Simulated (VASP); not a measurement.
# HfN (P6_3/mmc) in VASP: further runs

The runs below take HfN through single point, with PBE.

Everything below comes from runs of VASP 6.6.1. Logs are shortened: lines on timing, memory, paths and dates and some standing lists are left out, and cuts for length are marked.

## 1. The structure

Symmetry: P6_3/mmc, No. 194, hexagonal system. The conventional cell has a = 3.134 Å, b = 3.134 Å, c = 5.417 Å, α = 90.00°, β = 90.00°, γ = 120.00°. Hf (site symmetry -6m2) has 6 N at 2.26 Å as nearest neighbours. N (site symmetry -3m) is surrounded by 6 Hf at 2.26 Å.

The cell comes from a database or a generator and needn't be the stable form of this composition.

## 2. Single point, PBE

Contents of INCAR:

```
  ADDGRID = F
  ALGO = Normal
  EDIFF = 1E-6
  ENCUT = 650
  GGA = PE
  ISIF = 2
  ISMEAR = 0
  LASPH = T
  LCHARG = F
  LREAL = F
  LWAVE = F
  NELM = 100
  PREC = Accurate
  SIGMA = 0.05
```

Contents of KPOINTS:

```
k-points
0
Gamma
  4 4 2
```

Contents of POSCAR:

```
HfN
1.0
    3.1339080219      0.0000000000      0.0000000000
   -1.5669540110      2.7140439601      0.0000000000
    0.0000000000      0.0000000000      5.4167677200
Hf N
2 2
Direct
    0.3333333333      0.6666666667      0.2500000000
    0.6666666667      0.3333333333      0.7500000000
    0.0000000000      0.0000000000      0.5000000000
    0.0000000000      0.0000000000      0.0000000000
```

Potentials or basis: VASP PAW PBE potentials, release 64 (Hf_pv, N).

Started as:

```sh
cat potpaw_PBE.64/Hf_pv/POTCAR potpaw_PBE.64/N/POTCAR > POTCAR
mpirun -np 1 vasp_std > vasp.out
```

OUTCAR:

```text
EDIFF = 1E-6
   ENCUT = 650
   GGA = PE
   ISIF = 2
   ISMEAR = 0
   LASPH = T
   LREAL = F
   NELM = 100
   PREC = Accurate

 Found      8 irreducible k-points:

 Following reciprocal coordinates:
            Coordinates               Weight
  0.000000  0.000000  0.000000      1.000000
  0.250000  0.000000  0.000000      6.000000
  0.500000  0.000000  0.000000      3.000000
  0.250000  0.250000  0.000000      6.000000
  0.000000  0.000000  0.500000      1.000000
  0.250000  0.000000  0.500000      6.000000
   k-points           NKPTS =      8   k-points in BZ     NKDIM =      8   number of bands    NBANDS=     19
   number of dos      NEDOS =    301   number of ions     NIONS =      4
   total plane-waves  NPLWV =  37632
   dimension x,y,z NGX =    28 NGY =   28 NGZ =   48
   dimension x,y,z NGXF=    56 NGYF=   56 NGZF=   96
   ions per type =               2   2
   NGX,Y,Z   is equivalent  to a cutoff of  14.85, 14.85, 14.73 a.u.
   NGXF,Y,Z  is equivalent  to a cutoff of  29.71, 29.71, 29.46 a.u.
 SYSTEM =  unknown system
   PREC   = accura    normal or accurate (medium, high low for compatibility)
   ISTART =      0    job   : 0-new  1-cont  2-samecut
   ICHARG =      2    charge: 1-file 2-atom 10-const
   ISPIN  =      1    spin polarized calculation?
   LNONCOLLINEAR =      F non collinear calculations
   LSORBIT =      F    spin-orbit coupling
   LASPH  =      T    aspherical Exc in radial PAW
   ENCUT  =  650.0 eV  47.77 Ry    6.91 a.u.   6.51  6.51 11.26*2*pi/ulx,y,z
   NELM   =    100;   NELMIN=  2; NELMDL= -5     # of ELM steps
   EDIFF  = 0.1E-05   stopping-criterion for ELM
   LREAL  =      F    real-space projection
   EDIFFG = 0.1E-04   stopping-criterion for IOM
   NSW    =      0    number of steps for IOM
   IBRION =     -1    ionic relax: 0-MD 1-quasi-New 2-CG
   NFREE  =      0    steps in history (QN), initial steepest desc. (CG)
   ISIF   =      2    stress and relaxation
   ISYM   =      2    0-nonsym 1-usesym 2-fastsym
   POTIM  = 0.5000    time-step for ionic-motion
   TEBEG  =    0.0;   TEEND  =   0.0 temperature during run
   PSTRESS=    0.0 pullay stress
   NELECT =      30.0000    total number of electrons
   NUPDOWN=      -1.0000    fix difference up-down
   EMIN   =  10.00;   EMAX   =-10.00  energy-range for DOS
   EFERMI =   0.00;   METHOD = LEGACY
   ISMEAR =     0;   SIGMA  =   0.05  broadening in eV -4-tet -1-fermi 0-gaus
   EFERMI_NEDOS =   21; number of points for ismear=-14 and -15
   IALGO  =     38    algorithm
   IMIX   =      4    mixing-type and parameters
     AMIX     =   0.40;   BMIX     =  1.00
     AMIX_MAG =   1.60;   BMIX_MAG =  1.00
  volume/ion in A,a.u.               =      11.52        77.73
  Fermi-wavevector in a.u.,A,eV,Ry     =   1.418951  2.681429 27.394278  2.013423
  Thomas-Fermi vector in A             =   2.540023
   LORBIT       =      0    0 simple, 1 ext, 2 COOP (PROOUT), +10 PAW based schemes
   GGA     = PE    functional components
   LHFCALC =     F    Hartree Fock is set to
   AEXX    =    0.0000 exact exchange contribution
   IVDW    =     0    specifies the selected vdW correction
   LEPSILON=     F    determine dielectric tensor
   LRPA    =     F    only Hartree local field effects (RPA)
 non-spin polarized calculation
 Gauss-broadening in eV      SIGMA  =   0.05
  energy-cutoff  :      650.00
  volume of cell :       46.07
 maximum number of plane-waves:      1786
 NGX is ok and might be reduce to    28
   NGX = 13   NGY = 13   NGZ = 23

 number of electron      29.9999998 magnetization

 Free energy of the ion-electron system (eV)
  ---------------------------------------------------
  ext. energy  EPLUGINS =         0.00000000
  ---------------------------------------------------
  free energy    TOTEN  =       -43.06883002 eV

  energy without entropy =      -43.05241896  energy(sigma->0) =      -43.06062449

 E-fermi :   7.7500     XC(G=0): -12.7445

 val. band max:        7.7343128448   @ k =   0.2500   0.0000   0.5000
 cond. band min:       7.7843934988   @ k =   0.2500   0.2500   0.5000
 fundamental gap:      0.0500806540
 Fermi energy:         7.7499866095

 k-point     1 :       0.0000    0.0000    0.0000
  band No.  band energies     occupation
      1     -23.7650      2.00000
      2     -22.9065      2.00000
      3     -22.8407      2.00000
      4     -22.8407      2.00000
      5     -22.7803      2.00000
      6     -22.7803      2.00000
      7      -9.1763      2.00000
      8      -6.2430      2.00000
      9      -0.6627      2.00000
     10       3.2134      2.00000
     11       3.2134      2.00000
     12       4.3602      2.00000
     13       4.3602      2.00000
     14       6.2278      2.00000
     15       7.3447      2.00000
     16       8.6571      0.00000
     17       8.6571      0.00000
     18       8.9808      0.00000
     19       9.8116      0.00000

 k-point     2 :       0.2500    0.0000    0.0000
  band No.  band energies     occupation
      1     -23.5656      2.00000
      2     -23.2933      2.00000
      3     -23.1743      2.00000
      4     -22.9654      2.00000
      5     -22.9348      2.00000
      6     -22.8358      2.00000
      7      -8.1816      2.00000
      8      -6.7060      2.00000
      9       0.4131      2.00000
     10       1.5531      2.00000
     11       3.0769      2.00000
     12       3.2461      2.00000
     13       3.9510      2.00000
     14       5.6320      2.00000
     15       5.8940      2.00000
     16       8.9616      0.00000
     17      10.4883      0.00000
     18      11.0648      0.00000
     19      11.6103      0.00000

 k-point     3 :       0.5000    0.0000    0.0000
  band No.  band energies     occupation
      1     -23.7224      2.00000
      2     -23.5267      2.00000
      3     -23.2864      2.00000
      4     -23.0750      2.00000
      5     -23.0378      2.00000
      6     -22.9029      2.00000
      7      -7.1736      2.00000
      8      -7.1638      2.00000
      9      -0.2235      2.00000
     10       2.0664      2.00000
     11       2.1749      2.00000
     12       2.4792      2.00000
     13       4.6832      2.00000
     14       5.1352      2.00000
     15       5.5278      2.00000
     16      10.3632      0.00000
     17      10.6885      0.00000
     18      12.3914      0.00000
     19      12.6029      0.00000

 k-point     4 :       0.2500    0.2500    0.0000
  band No.  band energies     occupation
      1     -23.5684      2.00000
      2     -23.4210      2.00000
      3     -23.2983      2.00000
      4     -23.1733      2.00000
      5     -23.0920      2.00000
      6     -23.0255      2.00000
      7      -7.1693      2.00000
      8      -7.1486      2.00000
      9       0.9687      2.00000
     10       1.5870      2.00000
     11       2.1361      2.00000
     12       2.4373      2.00000
     13       3.4207      2.00000
     14       4.9685      2.00000
     15       6.4273      2.00000
     16       9.5161      0.00000
     17      10.5937      0.00000
     18      12.1944      0.00000
     19      12.8962      0.00000

 k-point     5 :       0.0000    0.0000    0.5000
  band No.  band energies     occupation
      1     -23.3557      2.00000
      2     -23.3557      2.00000
      3     -22.8105      2.00000
      4     -22.8105      2.00000
      5     -22.8105      2.00000
      6     -22.8105      2.00000
      7      -7.9101      2.00000
      8      -7.9101      2.00000
      9       2.0009      2.00000
     10       2.0009      2.00000
     11       3.5642      2.00000
     12       3.5642      2.00000
     13       3.5642      2.00000
     14       3.5642      2.00000
     15       9.8139      0.00000
     16       9.8139      0.00000
     17      10.8400      0.00000
     18      10.9054      0.00000
     19      10.9248      0.00000

 k-point     6 :       0.2500    0.0000    0.5000
  band No.  band energies     occupation
      1     -23.4100      2.00000
      2     -23.4100      2.00000
      3     -23.0788      2.00000
      4     -23.0788      2.00000
      5     -22.9011      2.00000
      6     -22.9011      2.00000
      7      -7.5180      2.00000
      8      -7.5180      2.00000
      9       2.0310      2.00000
     10       2.0310      2.00000
     11       2.7014      2.00000
     12       2.7014      2.00000
     13       3.5960      2.00000
     14       3.5960      2.00000
     15       7.7343      1.34247
     16       7.7343      1.34247
     17      10.9977      0.00000
     18      11.0676      0.00000
     19      11.0703      0.00000

 [... further k-points ...]

------------------------ aborting loop because EDIFF is reached ----------------------------------------

  FORCE on cell =-STRESS in cart. coord.  units (eV):
  Direction    XX          YY          ZZ          XY          YZ          ZX
  --------------------------------------------------------------------------------------
  -------------------------------------------------------------------------------------
  Total        0.8194655      0.8194655      3.2258479     -0.0000000      0.0000000      0.0000000
  in kB       28.4969206     28.4969206    112.1788886     -0.0000000      0.0000000      0.0000000
  external PRESSURE =      56.3909099 kB  Pullay stress =       0.0000000 kB

 VOLUME and BASIS-vectors are now :
 -----------------------------------------------------------------------------
  energy-cutoff  :      650.00
  volume of cell :       46.07
      direct lattice vectors                 reciprocal lattice vectors
     3.133908022  0.000000000  0.000000000     0.319090411  0.184226935  0.000000000
    -1.566954011  2.714043960  0.000000000     0.000000000  0.368453870  0.000000000
     0.000000000  0.000000000  5.416767720     0.000000000  0.000000000  0.184611940

 POSITION                                       TOTAL-FORCE (eV/Angst)
 -----------------------------------------------------------------------------------
     -0.00000      1.80936      1.35419        -0.000000      0.000000      0.000000
      1.56695      0.90468      4.06258         0.000000     -0.000000      0.000000
      0.00000      0.00000      2.70838         0.000000      0.000000      0.000000
      0.00000      0.00000      0.00000         0.000000      0.000000      0.000000
 -----------------------------------------------------------------------------------
    total drift:                                0.000000     -0.000000      0.000000

  FREE ENERGIE OF THE ION-ELECTRON SYSTEM (eV)
  ---------------------------------------------------
  free  energy   TOTEN  =       -43.0688300158 eV

  energy  without entropy=      -43.0524189557  energy(sigma->0) =      -43.06062449
```

Wall time 17 s (1 thread of Intel Xeon Platinum 8488C (Sapphire Rapids), shared host); peak memory 0.18 GiB.

These settings aren't checked as converged: the numbers below hold their error.

What came out:

```
Free energy            : -43.0688 eV
Pressure               : 5.6 GPa
Band gap on the k mesh : none (metal or under the smearing width)
```

Caveat: the k mesh is coarse (spacing up to 0.58 Å⁻¹), so the values aren't converged.

## 3. Single point, PBE

Edit INCAR of step 2 so:

```diff
@@ -3,3 +3,3 @@
   EDIFF = 1E-6
-  ENCUT = 650
+  ENCUT = 400
   GGA = PE
```

Contents of KPOINTS:

```
k-points
0
Gamma
  5 5 3
```

POSCAR is that of step 2.

Potentials or basis: VASP PAW PBE potentials, release 64 (Hf_pv, N).

Started as:

```sh
cat potpaw_PBE.64/Hf_pv/POTCAR potpaw_PBE.64/N/POTCAR > POTCAR
mpirun -np 1 vasp_std > vasp.out
```

It used 6.2 s of CPU time on 1 thread of Intel(R) Xeon(R) Platinum 8488C (Sapphire Rapids), with other jobs on the host, which was overloaded at the time.

The run converged, but some of its settings lie outside the range that counts as converged, so its numbers aren't taken as properties of the crystal.

What came out:

- Free energy: -43.4508 eV
- Band gap on the k mesh: none (metal or under the smearing width)

Caveat: the k mesh is coarse (spacing up to 0.46 Å⁻¹), so the values aren't converged; the cutoff is under 1.25 times the usual one of these potentials, so pressure, stress and relaxed cells hold a basis-set (Pulay) error.

(Continued in part 2 of 2.)
